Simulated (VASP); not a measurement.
# Settings for Cu₂: relaxation of the atoms

Cu₂, molecule in box, 2 atoms in the cell. PBE; PAW potentials Cu (PBE set). VASP 6.6.1.

Wanted: energy within 2 meV/atom; shortest distances from each atom, periodic images included within 0.005 Å.

What the run is for: geometry; Accuracy asked: standard.

POSCAR:
```
Cu
1.0
    9.0000000000      0.0000000000      0.0000000000
    0.0000000000      9.0000000000      0.0000000000
    0.0000000000      0.0000000000     12.0000000000
Cu
2
Direct
    0.5007080000      0.5001690000      0.4161230000
    0.5087610000      0.5052440000      0.5980770000
```

The series start from Plane-wave cutoff (eV): 380; Ionic threshold (EDIFFG): -0.01; Precision mode (PREC): Accurate; Relaxation algorithm: IBRION=2; Electronic steps between moves: NELMIN=4 ALGO=Normal. Each series keeps the choices made before it, and each single choice may use up half of a tolerance.

## Plane-wave cutoff (eV)

| Plane-wave cutoff (eV) | Energy less reference (meV/atom) | Shortest distances from each atom, periodic images included, largest deviation (Å) | SCF iterations | Time (s) |
|---|---|---|---|---|
| 270 | 26.4 | 0.0004 | 40 | 27 |
| 300 | -0.5 | 0.0002 | 42 | 39 |
| 340 | -4.1 | 0.0010 | 43 | 42 |
| 380 | -1.2 | 0.0005 | 43 | 55 |
| 470 | 0.4 | 0.0001 | 39 | 65 |
| 590 (reference) | 0.0 | 0.0000 | 40 | 86 |

## Ionic threshold (EDIFFG)

| Ionic threshold (EDIFFG) | Energy less reference (meV/atom) | Shortest distances from each atom, periodic images included, largest deviation (Å) | SCF iterations | Time (s) |
|---|---|---|---|---|
| -0.1 | 0.0 | 0.0040 | 34 | 52 |
| -0.05 | 0.0 | 0.0040 | 34 | 49 |
| -0.02 | 0.0 | 0.0000 | 39 | 71 |
| -0.01 | 0.0 | 0.0000 | 39 | 65 |
| -0.005 | 0.0 | 0.0000 | 39 | 54 |
| -0.002 (reference) | 0.0 | 0.0000 | 39 | 56 |

## Precision mode (PREC)

| Precision mode (PREC) | Energy less reference (meV/atom) | Shortest distances from each atom, periodic images included, largest deviation (Å) | SCF iterations | Time (s) |
|---|---|---|---|---|
| Normal | 0.0 | 0.0002 | 45 | 28 |
| Accurate (reference) | 0.0 | 0.0000 | 39 | 71 |

## Relaxation algorithm

| Relaxation algorithm | Energy less reference (meV/atom) | Shortest distances from each atom, periodic images included, largest deviation (Å) | SCF iterations | Time (s) |
|---|---|---|---|---|
| IBRION=2 | 0.0 | 0.0000 | 45 | 28 |
| IBRION=2 POTIM=0.2 | 0.0 | 0.0019 | 41 | 29 |
| IBRION=2 POTIM=0.8 | 0.0 | 0.0001 | 47 | 29 |
| IBRION=1 | 0.0 | 0.0003 | 45 | 26 |
| IBRION=1 POTIM=0.2 | 0.0 | 0.0015 | 41 | 24 |
| IBRION=1 POTIM=0.3 NFREE=3 | 0.0 | 0.0012 | 42 | 24 |
| IBRION=3 POTIM=0.2 SMASS=0.4 | 0.0 | 0.0018 | 86 | 63 |
| IBRION=3 POTIM=0.3 | 0.0 | 0.0018 | 39 | 21 |

## Electronic steps between moves

| Electronic steps between moves | Energy less reference (meV/atom) | Shortest distances from each atom, periodic images included, largest deviation (Å) | SCF iterations | Time (s) |
|---|---|---|---|---|
| NELMIN=4 ALGO=Normal | 0.0 | 0.0000 | 45 | 28 |
| ALGO=Normal | 0.0 | 0.0000 | 45 | 24 |
| NELMIN=4 MAXMIX=40 ALGO=Normal | 0.0 | 0.0000 | 40 | 23 |
| NELMIN=4 ALGO=Fast | 0.0 | 0.0000 | 53 | 29 |
| NELMIN=4 MAXMIX=40 ALGO=Fast | 0.0 | 0.0001 | 49 | 29 |

## Question

The rows run from the loosest to the tightest (no order: relaxation algorithm, electronic steps between moves). For each series: choose the loosest value from which every tighter one stays within half of the tolerance; where there is no order, keep the first row unless others stay within half of the tolerance and take at least 30 % less time, and then take the fastest.

## Answer

- Plane-wave cutoff (eV): 470
- Ionic threshold (EDIFFG): -0.02
- Precision mode (PREC): Normal
- Relaxation algorithm: IBRION=2
- Electronic steps between moves: NELMIN=4 ALGO=Normal

## All choices together

| Input | Energy less reference (meV/atom) | Shortest distances from each atom, periodic images included, largest deviation (Å) | Time (s) |
|---|---|---|---|
| the program's defaults (naive) | 12.4 | 0.0082 | 8.6 |
| chosen settings | 0.4 | 0.0003 | 28 |
| reference settings throughout | 0.0 | 0.0000 | 82 |

The tolerance is met.

Values of the reference run: Shortest distances from each atom, periodic images included: 2.217, 9, 9, 9, 2.217, 9, 9, 9 Å.

## The input

INCAR:
```
GGA = PE ; ISMEAR = 0
SIGMA = 0.03 ; LWAVE = False
LCHARG = False ; ISIF = 0
NSW = 120 ; PREC = Normal
LASPH = True ; LREAL = False
ALGO = Normal ; EDIFF = 1E-7
NELM = 120 ; GGA_COMPAT = False
IBRION = 2 ; EDIFFG = -0.02
NELMIN = 4 ; ENCUT = 470
EFERMI = MIDGAP ; NELMDL = -8
```

KPOINTS:
```
k-points
0
Gamma
  1 1 1
```

Commands:
```
cat potpaw_PBE.64/Cu/POTCAR > POTCAR
mpirun -np 1 vasp_gam > vasp.out
```

The chosen input took VASP 6.6.1 28 s on 1 core (Intel Xeon 6975P-C (Granite Rapids)), a shared host.
